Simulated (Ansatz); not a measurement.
## Rb: checking dH/dP = V

These are results of Ansatz 0.2.0, DFT PBE, scalar-relativistic, plane waves, PAW, not measurements. Settings: 420 eV cutoff, 10×10×10 k-mesh, Gaussian smearing of 0.10 eV, no spin polarisation.

Reference structure (relaxed):

```
CELL_PARAMETERS angstrom
-2.83528 2.83528 2.83528
2.83528 -2.83528 2.83528
2.83528 2.83528 -2.83528
ATOMIC_POSITIONS crystal
Rb 0.00000 0.00000 0.00000
```

Cell and atoms were relaxed at each target pressure within the start's symmetry (Im-3m), at zero temperature; other phases can be more stable under pressure. H = E + PV with P the target; E is the free energy at the smearing used, whose derivative the pressure is, per atom and counted from zero pressure. The mesh named is that at zero pressure; some other pressures ran on another.

```csv
P (GPa),V (Å³/atom),E − E0 (meV),H − H0 (meV)
0,91.169,0.0,0.0
2,63.523,128.9,921.9
5,49.662,409.6,1959.4
10,39.251,877.0,3326.8
20,28.296,1860.0,5392.3
40,19.937,3317.6,8294.9
```

Problem. Thermodynamics gives dH/dP = V along a relaxed path. Integrate V over P by the trapezoid rule and compare with the computed enthalpies.

Solution. With 1 eV/Å³ = 160.22 GPa, each step adds the mean volume times ΔP / 160.22:
```csv
P (GPa),∫V dP (meV),H − H0 (meV),difference (meV)
2,965.5,921.9,43.7
5,2025.2,1959.4,65.7
10,3412.6,3326.8,85.7
20,5520.5,5392.3,128.3
40,8531.0,8294.9,236.1
```

V(P) curves upward, so the trapezoid rule runs high; integrating a smooth curve through the same points (P as a polynomial of degree 4 in ln V) puts that excess at about 239.4 meV at 40 GPa, against the 236.1 meV found. What is left comes from the shape of V(P) between points this far apart, and from the mesh, the smearing and the stress tolerance.

Problem. At 40 GPa, how much of the enthalpy change is stored energy and how much is the PV term?

Solution. E rises by 3318 meV/atom and PV is 40 × 19.937 / 160.22 = 4977 meV/atom, so PV makes 60 % of ΔH. So between rival structures at high pressure a small difference in volume can outweigh the difference in energy: 1 % of this volume is worth 49.8 meV/atom at this pressure.

Problem. What bulk modulus do the lowest pressures give?

Solution. From the pressures that the runs reached, 0.00 GPa (91.169 Å³) and 1.97 GPa (63.523 Å³), B = −ΔP/Δln V = 1.97 / 0.3613 = 5 GPa, a mean over that range.